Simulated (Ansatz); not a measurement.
Here is an Ansatz 0.2.0 calculation.

The input input.yaml:

```yaml
crystal:
  lattice:
    - [0.0, 2.9165, 2.9165]
    - [2.9165, 0.0, 2.9165]
    - [2.9165, 2.9165, 0.0]
  atoms:
    - { symbol: Cd, position: [0.0, 0.0, 0.0] }
    - { symbol: S, position: [0.75, 0.75, 0.75] }
hamiltonian:
  xc: pbe
  pseudopotentials: { kind: paw }
kpoints:
  mp_grid: { grid: [8, 8, 8] }
scf:
  occupations: { method: gaussian, width: 0.018 }
output:
  forces: true
  stress: true
  eigenvalues: true
```

Potentials or basis: Ansatz PAW.

Command:

```console
$ ansatz run input.yaml --threads 2 --pin off --max-ram 5632MiB --backend cpu --events-out ev --progress --plain --runs-dir out
```

Question: What does it give for the band gap on the k mesh?

Answer: 1.15 eV, direct.

Question: Estimate the pressure.

Answer: 2.8 GPa.
